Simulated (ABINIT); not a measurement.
# BAs (F-43m): G0W0 in ABINIT against the plane-wave cutoff, part 2 of 2

Aim: move the plane-wave cutoff of a G0W0 run on BAs (F-43m) over a wide range.

ABINIT 10.8.3; PBE and many-body steps on it, plane waves. Known limits of the many-body steps: not at the basis limit; exchange with frozen shells missing; no spin-orbit coupling.

So far. Step 5 (Empty states on the mesh, 6×6×6 mesh, 76 bands): On this mesh the gap is 1.294 eV. Step 6 (Screening, 6×6×6 mesh, 70 bands, screening to 195.9 eV): Local fields lower ε∞ by 9 %.

## (8) Screening, 6×6×6 mesh, 70 bands, screening to 195.9 eV

This step: RPA screening on PBE, plane waves, norm-conserving pseudopotentials.

Contents of run.abi:

```
acell 3*1.0 Angstrom
rprim 
  -0.000000000000 2.388500000000 2.388500000000
  2.388500000000 -0.000000000000 2.388500000000
  2.388500000000 2.388500000000 -0.000000000000
ntypat 2
znucl 5 33
natom 2
typat 1 2
xred 
  0.000000000000 0.000000000000 0.000000000000
  0.250000000000 0.250000000000 0.250000000000
pp_dirpath "pseudos"
pseudos "B.upf, As.upf"
ecut 30
ngkpt 6 6 6
nshiftk 1
shiftk 0 0 0
kptopt 1
chksymbreak 0
istwfk *1
occopt 1
irdwfk 1
optdriver 3
nband 70
ecuteps 7.2
inclvkb 2
awtr 1
symchi 1
indata_prefix "in"
outdata_prefix "out"
tmpdata_prefix "tmp"
```

Command:

```bash
$ OMP_NUM_THREADS=1 mpirun -n 8 abinit run.abi > log
```

Numbers of over 12 decimals in the logs are rounded to 6 here.

The program printed:

```text
.Version 10.8.3 of ABINIT. v10.8.2 released Aug 2026.

 Symmetries : space group F-4 3 m (#216); Bravais cF (face-center cubic)
[... echo of the input left out ...]
== DATASET  1 ==================================================================
-   mpi_nproc: 8, omp_nthreads: 1 (-1 if OMP is not activated)

--- !DatasetInfo
iteration_state: {dtset: 1, }
dimensions: {natom: 2, nkpt: 16, mband: 70, nsppol: 1, nspinor: 1, nspden: 1, mpw: 1459, }
cutoff_energies: {ecut:  30.0, pawecutdg:  -1.0, }
electrons: {nelect:   1.80000000E+01, charge:   0.00000000E+00, occopt:   1.00000000E+00, tsmear:   1.00000000E-02, }

 SCREENING: Calculation of the susceptibility and dielectric matrices

 Based on a program developped by R.W. Godby, V. Olevano, G. Onida, and L. Reining.
 Incorporated in ABINIT by V. Olevano, G.-M. Rignanese, and M. Torrent.
.Using double precision arithmetic ; gwpc =  8

[... cell and pseudopotentials left out ...]
--------------------------------------------------------------------------------

 ==== K-mesh for the wavefunctions ====
 Number of points in the irreducible wedge :    16
[... list of points left out ...]
 Together with 24 symmetry operations and time-reversal symmetry
 yields   216 points in the full Brillouin Zone.

 ==== Q-mesh for the screening function ====
 Number of points in the irreducible wedge :    16
[... list of points left out ...]
 Together with 24 symmetry operations and time-reversal symmetry
 yields   216 points in the full Brillouin Zone.

 setmesh: FFT mesh size selected  =    24x   24x   24
          total number of points  =        13824

 vcoul_init : cutoff-mode = AUXILIARY_FUNCTION
 q-points for optical limit:   1
     1)      0.000010    0.000020    0.000030

- screening: taking advantage of time-reversal symmetry
- Maximum band index for partially occupied states nbvw = 9
- Remaining bands to be divided among processors   nbcw = 61
- Number of bands treated by each node ~7

 Number of electrons calculated from density =   18.0000; Expected =   18.0000
 average of density, n =  0.097875
 r_s =    1.3461
 omega_plasma =   30.1780 [eV]

 calculating chi0 at frequencies [eV] :
  1    0.000000E+00    0.000000E+00
  2    0.000000E+00    3.017802E+01

--------------------------------------------------------------------------------
  q-point number  1        q = ( 0.000000, 0.000000, 0.000000) [r.l.u.]
--------------------------------------------------------------------------------
[... chi0 elements left out ...]
 For q-point:  0.000010 0.000020 0.000030
  dielectric constant =  10.4136
  dielectric constant without local fields =  11.4154

  Average fulfillment of the sum rule on Im[epsilon] for q-point    1 :     60.00  [%]
[... wings left out ...]
  q-point number  2        q = ( 0.166667, 0.000000, 0.000000) [r.l.u.]
--------------------------------------------------------------------------------
[... chi0 elements left out ...]
  Average fulfillment of the sum rule on Im[epsilon] for q-point    2 :     77.92  [%]

 [... 14 further q-points ...]
```

Elapsed: 24 s, on 8 MPI ranks of AMD EPYC 7B13 (Zen 3), shared host; peak memory 1.2 GiB.

Numbers from this step:

```yaml
eps_infinity_with_local_fields_on_this_mesh_along_the_program_s_q_direction: 10.41
the_same_without_local_fields: 11.42
plasma_frequency: 30.18 eV
plane_waves_in_the_screening_matrix: 169
```

## (9) 30 Ha

The self-energy is evaluated for the states that the input lists, and the levels follow from it, in one-shot runs by the linearised quasiparticle equation.

This step: G0W0 on PBE, plane waves, norm-conserving pseudopotentials.

run.abi: that of step 8 with these lines changed.

```diff
@@ -23,8 +23,17 @@
 irdwfk 1
-optdriver 3
+optdriver 4
 nband 70
+gwcalctyp 0
+ecutsigx 30
+symsigma 1
+nkptgw 2
+kptgw 
+  0.0000000000 0.0000000000 0.0000000000
+  0.3333333333 0.3333333333 0.0000000000
+bdgw 
+  7 12
+  8 11
 ecuteps 7.2
-inclvkb 2
-awtr 1
-symchi 1
+irdscr 1
+ppmodel 1
 indata_prefix "in"
```

The program printed:

```text
.Version 10.8.3 of ABINIT. v10.8.2 released Aug 2026.

 Symmetries : space group F-4 3 m (#216); Bravais cF (face-center cubic)
[... echo of the input left out ...]
== DATASET  1 ==================================================================
-   mpi_nproc: 8, omp_nthreads: 1 (-1 if OMP is not activated)

--- !DatasetInfo
iteration_state: {dtset: 1, }
dimensions: {natom: 2, nkpt: 16, mband: 70, nsppol: 1, nspinor: 1, nspden: 1, mpw: 1459, }
cutoff_energies: {ecut:  30.0, pawecutdg:  -1.0, }
electrons: {nelect:   1.80000000E+01, charge:   0.00000000E+00, occopt:   1.00000000E+00, tsmear:   1.00000000E-02, }

 SIGMA: Calculation of the GW corrections

 Based on a program developped by R.W. Godby, V. Olevano, G. Onida, and L. Reining.
 Incorporated in ABINIT by V. Olevano, G.-M. Rignanese, and M. Torrent.
.Using double precision arithmetic ; gwpc =  8

[... cell and pseudopotentials left out ...]
--------------------------------------------------------------------------------

 ==== K-mesh for the wavefunctions ====
 Number of points in the irreducible wedge :    16
[... list of points left out ...]
 Together with 24 symmetry operations and time-reversal symmetry
 yields   216 points in the full Brillouin Zone.

 ==== Q-mesh for screening function ====
 Number of points in the irreducible wedge :    16
[... list of points left out ...]
 Together with 24 symmetry operations and time-reversal symmetry
 yields   216 points in the full Brillouin Zone.

 vcoul_init : cutoff-mode = AUXILIARY_FUNCTION
 q-points for optical limit:   1
     1)      0.000010    0.000020    0.000030
 setmesh: FFT mesh size selected  =    32x   32x   32
          total number of points  =        32768

 Number of electrons calculated from density =   18.0000; Expected =   18.0000
[...]
number of omega for Sigma on real axis              0
 max omega for Sigma on real axis  [eV]           0.00
 zcut for avoiding poles [eV]                     0.10

 EPSILON^-1 parameters (SCR file):
 dimension of the eps^-1 matrix on file            169
 dimension of the eps^-1 matrix used               169
 number of plane-waves for wavefunctions          1459
 number of bands                                    70
 number of q-points in IBZ                          16
 number of frequencies                               2
 number of real frequencies                          1
 number of imag frequencies                          1

 matrix elements of self-energy operator (all in [eV])

 Perturbative Calculation

--- !SelfEnergy_ee
iteration_state: {dtset: 1, }
kpoint     : [   0.000,    0.000,    0.000, ]
spin       : 1
KS_gap     :    3.295
QP_gap     :    4.100
Delta_QP_KS:    0.805
data: !SigmaeeData |
     Band     E0 <VxcDFT>   SigX SigC(E0)      Z dSigC/dE  Sig(E)    E-E0       E
        7   6.576 -13.708 -15.556   0.977   0.806  -0.241 -14.410  -0.702   5.874
        8   6.576 -13.708 -15.556   0.977   0.806  -0.241 -14.410  -0.702   5.874
        9   6.576 -13.708 -15.556   0.977   0.806  -0.241 -14.410  -0.702   5.874
[...]
--- !SelfEnergy_ee
iteration_state: {dtset: 1, }
kpoint     : [   0.333,    0.333,    0.000, ]
spin       : 1
KS_gap     :    4.768
QP_gap     :    5.880
Delta_QP_KS:    1.112
data: !SigmaeeData |
     Band     E0 <VxcDFT>   SigX SigC(E0)      Z dSigC/dE  Sig(E)    E-E0       E
[...]
10   7.887 -11.344  -7.274  -3.885   0.815  -0.227 -11.193   0.150   8.038
       11   9.755 -10.880  -6.128  -4.502   0.815  -0.228 -10.677   0.203   9.958

== END DATASET(S) ==============================================================
================================================================================

 -outvars: echo values of variables after computation  --------
           etotal      0.0000000000E+00
            nband          70
             nkpt          16
          spgroup         216
 [... the other variables as echoed above ...]

 Calculation completed.
```

It took 6.5 s on 8 MPI ranks; peak memory 1.1 GiB; 50 s of CPU time.

This step gave:

| Quantity | Value |
| --- | --- |
| G0W0 gap on the points computed | 2.164 eV |
| starting gap on the mesh | 1.312 eV |
| k of the valence top | 0, 0, 0 |
| k of the conduction bottom | 0.3333, 0.3333, 0 |
| Z at the valence top | 0.806 |
| Z at the conduction bottom | 0.815 |
| least direct G0W0 gap on the computed points | 4.100 eV |

The gap on the mesh goes from 1.31 eV to 2.16 eV, a correction of +0.85 eV.

## (10) Screening, 6×6×6 mesh, 70 bands, screening to 195.9 eV

This step: RPA screening on PBE, plane waves, norm-conserving pseudopotentials.

run.abi: that of step 9 with these lines changed.

```diff
@@ -14,3 +14,3 @@
 pseudos "B.upf, As.upf"
-ecut 30
+ecut 38
 ngkpt 6 6 6
@@ -23,17 +23,8 @@
 irdwfk 1
-optdriver 4
+optdriver 3
 nband 70
-gwcalctyp 0
-ecutsigx 30
-symsigma 1
-nkptgw 2
-kptgw 
-  0.0000000000 0.0000000000 0.0000000000
-  0.3333333333 0.3333333333 0.0000000000
-bdgw 
-  7 12
-  8 11
 ecuteps 7.2
-irdscr 1
-ppmodel 1
+inclvkb 2
+awtr 1
+symchi 1
 indata_prefix "in"
```

The program printed:

```text
.Version 10.8.3 of ABINIT. v10.8.2 released Aug 2026.

 Symmetries : space group F-4 3 m (#216); Bravais cF (face-center cubic)
[... echo of the input left out ...]
== DATASET  1 ==================================================================
-   mpi_nproc: 8, omp_nthreads: 1 (-1 if OMP is not activated)

--- !DatasetInfo
iteration_state: {dtset: 1, }
dimensions: {natom: 2, nkpt: 16, mband: 70, nsppol: 1, nspinor: 1, nspden: 1, mpw: 2085, }
cutoff_energies: {ecut:  38.0, pawecutdg:  -1.0, }
[...]
--------------------------------------------------------------------------------
[... chi0 elements left out ...]
 For q-point:  0.000010 0.000020 0.000030
  dielectric constant =  10.4619
  dielectric constant without local fields =  11.4668

  Average fulfillment of the sum rule on Im[epsilon] for q-point    1 :     59.75  [%]
[... wings left out ...]
  q-point number  2        q = ( 0.166667, 0.000000, 0.000000) [r.l.u.]
--------------------------------------------------------------------------------
[... chi0 elements left out ...]
  Average fulfillment of the sum rule on Im[epsilon] for q-point    2 :     77.44  [%]

 [... 14 further q-points ...]
```

Wall time 21 s (8 MPI ranks); peak memory 1.3 GiB.

Numbers from this step:

* ε∞ with local fields, on this mesh, along the program's q direction: 10.46
* the same without local fields: 11.47
* plasma frequency: 30.18 eV
* plane waves in the screening matrix: 169

## (11) 38 Ha

This step: G0W0 on PBE, plane waves, norm-conserving pseudopotentials.

run.abi: that of step 10 with these lines changed.

```diff
@@ -23,8 +23,17 @@
 irdwfk 1
-optdriver 3
+optdriver 4
 nband 70
+gwcalctyp 0
+ecutsigx 38
+symsigma 1
+nkptgw 2
+kptgw 
+  0.0000000000 0.0000000000 0.0000000000
+  0.3333333333 0.3333333333 0.0000000000
+bdgw 
+  7 12
+  8 11
 ecuteps 7.2
-inclvkb 2
-awtr 1
-symchi 1
+irdscr 1
+ppmodel 1
 indata_prefix "in"
```

The program printed:

```text
.Version 10.8.3 of ABINIT. v10.8.2 released Aug 2026.

 Symmetries : space group F-4 3 m (#216); Bravais cF (face-center cubic)
[... echo of the input left out ...]
== DATASET  1 ==================================================================
-   mpi_nproc: 8, omp_nthreads: 1 (-1 if OMP is not activated)

--- !DatasetInfo
iteration_state: {dtset: 1, }
dimensions: {natom: 2, nkpt: 16, mband: 70, nsppol: 1, nspinor: 1, nspden: 1, mpw: 2085, }
cutoff_energies: {ecut:  38.0, pawecutdg:  -1.0, }
[...]
Band     E0 <VxcDFT>   SigX SigC(E0)      Z dSigC/dE  Sig(E)    E-E0       E
[...]
10   7.859 -11.353  -7.290  -3.883   0.815  -0.227 -11.206   0.147   8.005
       11   9.721 -10.888  -6.139  -4.500   0.814  -0.228 -10.685   0.203   9.924

== END DATASET(S) ==============================================================
================================================================================

 -outvars: echo values of variables after computation  --------
           etotal      0.0000000000E+00
            nband          70
             nkpt          16
          spgroup         216
 [... the other variables as echoed above ...]

 Calculation completed.
```

Run time: 6.6 s. Hardware: 8 MPI ranks; peak memory 1.2 GiB.

Numbers from this step:

```yaml
g0w0_gap_on_the_points_computed: 2.139 eV
starting_gap_on_the_mesh: 1.294 eV
k_of_the_valence_top: 0, 0, 0
k_of_the_conduction_bottom: 0.3333, 0.3333, 0
least_direct_g0w0_gap_on_the_computed_points: 4.085 eV
```

Against the run before, the gap moves by −0.025 eV.

## (12) Screening, 6×6×6 mesh, 70 bands, screening to 195.9 eV

This step: RPA screening on PBE, plane waves, norm-conserving pseudopotentials.

run.abi: that of step 11 with these lines changed.

```diff
@@ -14,3 +14,3 @@
 pseudos "B.upf, As.upf"
-ecut 38
+ecut 48
 ngkpt 6 6 6
@@ -23,17 +23,8 @@
 irdwfk 1
-optdriver 4
+optdriver 3
 nband 70
-gwcalctyp 0
-ecutsigx 38
-symsigma 1
-nkptgw 2
-kptgw 
-  0.0000000000 0.0000000000 0.0000000000
-  0.3333333333 0.3333333333 0.0000000000
-bdgw 
-  7 12
-  8 11
 ecuteps 7.2
-irdscr 1
-ppmodel 1
+inclvkb 2
+awtr 1
+symchi 1
 indata_prefix "in"
```

The program printed:

```text
.Version 10.8.3 of ABINIT. v10.8.2 released Aug 2026.

 Symmetries : space group F-4 3 m (#216); Bravais cF (face-center cubic)
[... echo of the input left out ...]
== DATASET  1 ==================================================================
-   mpi_nproc: 8, omp_nthreads: 1 (-1 if OMP is not activated)

--- !DatasetInfo
iteration_state: {dtset: 1, }
dimensions: {natom: 2, nkpt: 16, mband: 70, nsppol: 1, nspinor: 1, nspden: 1, mpw: 2954, }
cutoff_energies: {ecut:  48.0, pawecutdg:  -1.0, }
[...]
--------------------------------------------------------------------------------
[... chi0 elements left out ...]
 For q-point:  0.000010 0.000020 0.000030
  dielectric constant =  10.4628
  dielectric constant without local fields =  11.4679

  Average fulfillment of the sum rule on Im[epsilon] for q-point    1 :     59.75  [%]
[... wings left out ...]
  q-point number  2        q = ( 0.166667, 0.000000, 0.000000) [r.l.u.]
--------------------------------------------------------------------------------
[... chi0 elements left out ...]
  Average fulfillment of the sum rule on Im[epsilon] for q-point    2 :     77.43  [%]

 [... 14 further q-points ...]
```

It took 32 s on 8 MPI ranks; peak memory 1.5 GiB.

This step gave:

```yaml
eps_infinity_with_local_fields_on_this_mesh_along_the_program_s_q_direction: 10.46
the_same_without_local_fields: 11.47
plasma_frequency: 30.18 eV
plane_waves_in_the_screening_matrix: 169
```

## (13) 48 Ha

This step: G0W0 on PBE, plane waves, norm-conserving pseudopotentials.

run.abi: that of step 12 with these lines changed.

```diff
@@ -23,8 +23,17 @@
 irdwfk 1
-optdriver 3
+optdriver 4
 nband 70
+gwcalctyp 0
+ecutsigx 48
+symsigma 1
+nkptgw 2
+kptgw 
+  0.0000000000 0.0000000000 0.0000000000
+  0.3333333333 0.3333333333 0.0000000000
+bdgw 
+  7 12
+  8 11
 ecuteps 7.2
-inclvkb 2
-awtr 1
-symchi 1
+irdscr 1
+ppmodel 1
 indata_prefix "in"
```

The program printed:

```text
.Version 10.8.3 of ABINIT. v10.8.2 released Aug 2026.

 Symmetries : space group F-4 3 m (#216); Bravais cF (face-center cubic)
[... echo of the input left out ...]
== DATASET  1 ==================================================================
-   mpi_nproc: 8, omp_nthreads: 1 (-1 if OMP is not activated)

--- !DatasetInfo
iteration_state: {dtset: 1, }
dimensions: {natom: 2, nkpt: 16, mband: 70, nsppol: 1, nspinor: 1, nspden: 1, mpw: 2954, }
cutoff_energies: {ecut:  48.0, pawecutdg:  -1.0, }
[...]
Band     E0 <VxcDFT>   SigX SigC(E0)      Z dSigC/dE  Sig(E)    E-E0       E
[...]
10   7.858 -11.353  -7.295  -3.883   0.815  -0.227 -11.210   0.143   8.001
       11   9.720 -10.888  -6.144  -4.500   0.814  -0.228 -10.690   0.199   9.919

== END DATASET(S) ==============================================================
================================================================================

 -outvars: echo values of variables after computation  --------
           etotal      0.0000000000E+00
            nband          70
             nkpt          16
          spgroup         216
 [... the other variables as echoed above ...]

 Calculation completed.
```

It took 7.2 s on 8 MPI ranks; peak memory 1.6 GiB.

This step gave:

```
G0W0 gap on the points computed              : 2.137 eV
starting gap on the mesh                     : 1.294 eV
k of the valence top                         : 0, 0, 0
k of the conduction bottom                   : 0.3333, 0.3333, 0
least direct G0W0 gap on the computed points : 4.084 eV
```

Against the run before, the gap moves by −0.002 eV.

## (14) The runs together

Times are wall times on 8 MPI ranks of AMD EPYC 7B13 (Zen 3), shared host, good to a factor of about two. A run's time includes the screening step that it read.

| run | mesh | bands | screening cutoff (eV) | DFT gap (eV) | gap on the mesh (eV) | direct (eV) | ε∞ used | time |
| --- | --- | --- | --- | --- | --- | --- | --- | --- |
| 23 Ha | 6×6×6 | 70 | 195.9 | 1.401 | 2.323 | 4.238 | 10.20 | 32 s |
| 30 Ha | 6×6×6 | 70 | 195.9 | 1.312 | 2.164 | 4.100 | 10.41 | 31 s |
| 38 Ha | 6×6×6 | 70 | 195.9 | 1.294 | 2.139 | 4.085 | 10.46 | 27 s |
| 48 Ha | 6×6×6 | 70 | 195.9 | 1.294 | 2.137 | 4.084 | 10.46 | 40 s |

## (15) Results

| Quantity | Value |
| --- | --- |
| 23 Ha | 2.323 eV |
| 30 Ha | 2.164 eV |
| 38 Ha | 2.139 eV |
| 48 Ha | 2.137 eV |
| known limits | not at the basis limit; exchange with frozen shells missing; no spin-orbit coupling |

In words: The setting moved: plane-wave cutoff. From 23 Ha to 48 Ha the gap moves by −0.19 eV. It holds to 0.03 eV from 30 Ha on. Bands and screening cutoff are coupled, so a series along one setting does not show full convergence. Bands and cutoff are finite, so the gap is not at the basis limit. The miss can reach some tenths of an eV and take either sign; the mesh is an error of its own. In the G0W0 runs levels were corrected at 2 k points alone, so a gap called «on the mesh» is the least over those, and an edge elsewhere would be missed. The norm-conserving file of at least one element keeps a d shell over frozen s and p shells of the same row. Exchange with those shells is missing from the self-energy, an error of 0.3 to 0.9 eV in cases checked, whose sign depends on which edge lies on those atoms. The many-body steps are scalar-relativistic: spin-orbit coupling is not in them.

[Paths, hosts, dates, memory and timing lines, banners, echoed tables and standing remarks are left out of the program output.]

[Logs are printed without paths, hosts, clocks, repeated set-up lines and the standing remarks that a program may print on its own settings, such as how far it seeks lower states.]

[Runs of the session that timed out or met a known fault of the program may be left out.]

[Hosts, paths, dates, database ids (printed as entryN), source tags and the programs' standing remarks are cut or masked in the printed files.]

[G0W0 gaps are taken among the corrected bands and points alone; a level outside them can change the order at an edge.]

[Where Ansatz stands beside ABINIT at settings called matched, ABINIT's density can come from a denser mesh and the files from another edition; pairs whose starting gaps differed by over 0.03 eV were left out, so agreement reads better than it is.]
